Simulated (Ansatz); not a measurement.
**LiF: energy and pressure over a range of volumes**

One table from this session's results is given with a row withheld; the runs are named, their logs left out.

Program: Ansatz 0.2.0. Level of theory: DFT PBE, scalar-relativistic. These are calculated values, not measurements.

### The starting structure

It takes space group Fm-3m (No. 225, cubic). The conventional cell has a = 4.028 Å, b = 4.028 Å, c = 4.028 Å, α = 90.00°, β = 90.00°, γ = 90.00°. Around Li (site symmetry m-3m) lie 6 F at 2.01 Å. F (site symmetry m-3m) has 6 Li at 2.01 Å as nearest neighbours.

Coordinates:

```xyz
2
Lattice="0.0000 2.0140 2.0140 2.0140 0.0000 2.0140 2.0140 2.0140 0.0000" Properties=species:S:1:pos:R:3 pbc="T T T"
Li    0.0000    0.0000    0.0000
F     2.0140    2.0140    2.0140
```

Structure: COD 1010990, as refined from experiment and not relaxed.

Atoms are numbered in the order of the input: Li1, F2.

Set-up of the first run:

input.yaml

```yaml
crystal:
  lattice:
    - [0.0, 1.9732361635, 1.9732361635]
    - [1.9732361635, 0.0, 1.9732361635]
    - [1.9732361635, 1.9732361635, 0.0]
  atoms:
    - { symbol: Li, position: [0.0, 0.0, 0.0] }
    - { symbol: F, position: [0.5, 0.5, 0.5] }
kpoints:
  mp_grid: { grid: [10, 10, 10] }
scf:
  occupations: { method: fermi_dirac, width: 0.03 }
hamiltonian:
  xc: pbe
  pseudopotentials: { kind: all_electron, lapw: { basis_error: 0.00025 } }
output:
  forces: true
  stress: true
  eigenvalues: true
```

Steps of the session up to this table: Volume × 0.9405, LAPW; Volume × 0.9405, PAW; Volume × 0.9405, crystal datasets; Volume × 0.98, LAPW; Volume × 0.98, PAW; Volume × 1.02, LAPW; Volume × 1.02, PAW; Volume × 1.06, LAPW; Volume × 1.06, PAW; Volume × 1.06, crystal datasets.

One table of the session follows, with a row left open; its other results are not shown here.

It belongs to the step «Fits». 

```
          method  volume (Å³/atom)  pressure (GPa)  gap on the k mesh (eV)
            LAPW             7.683            7.25                    9.63
            LAPW             8.006            3.60                    9.25
            LAPW             8.169            2.01                    9.07
            LAPW             8.333            0.58                    8.89
            LAPW             8.659               ?                       ?
             PAW             7.683            7.38                    9.65
             PAW             8.006            3.72                    9.27
             PAW             8.169            2.12                    9.09
             PAW             8.333            0.68                    8.92
             PAW             8.659           -1.82                    8.59
crystal datasets             7.683            7.24                    9.63
crystal datasets             8.169            2.01                       –
crystal datasets             8.659           -1.89                    8.57
```

**Question.** Estimate the row for LAPW, 8.659.

The run gave: pressure (GPa): -1.88; gap on the k mesh (eV): 8.57. In the column «pressure (GPa)» it lies between crystal datasets, 8.659 (-1.89) and PAW, 8.659 (-1.82).

Caveats from the session: Warnings in the runs' records: crystal datasets made, band levels unverified.
